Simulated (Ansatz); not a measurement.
Runs of Ansatz 0.2.0 on CO2. Symmetry: P4_2/mnm, No. 136, tetragonal system. Conventional cell: a = 4.227 Å, b = 4.227 Å, c = 4.688 Å, α = 90.00°, β = 90.00°, γ = 90.00°. O (site symmetry m2m) has 1 C at 1.17 Å as nearest neighbours. Around C (site symmetry mmm) lie 2 O at 1.17 Å. The cell comes from a database or a generator and needn't be the stable form of this composition.

```tsv
level	cutoff (eV)	gap on the mesh (eV)	pressure (GPa)	relaxed volume (Å³/atom)
LDA	420	6.53	0.0	12.32
RPBE	420	(c)	0.0	23.05
BLYP	420	6.51	0.0	23.73
PBEsol	420	6.59	0.0	16.82
PBE	420	6.52	0.0	18.85
r2SCAN	500	7.29	0.0	(b)
revPBE	420	(a)	0.0	25.37
```

Alike in all rows: task relaxation of cell and atoms; potentials or basis Ansatz PAW; no spin polarisation; cell relaxed; k mesh 6 × 6 × 6; smearing fermi-dirac 0.05 eV.

**Question.** Fill in the values left out.

**Answer.** (a) 6.67; (b) 14.74; (c) 6.46.

Caveats: the plane-wave basis is chosen anew once the cell has moved, so the energies of steps on either side of that aren't comparable; the PAW data sets come from PBE, with cores solved anew for the run's functional, which leaves a small shift of forces and pressure (some runs); the volume moved by over 15 % at a fixed basis, so the end points are rough (some runs).

A k mesh can miss the band edges.
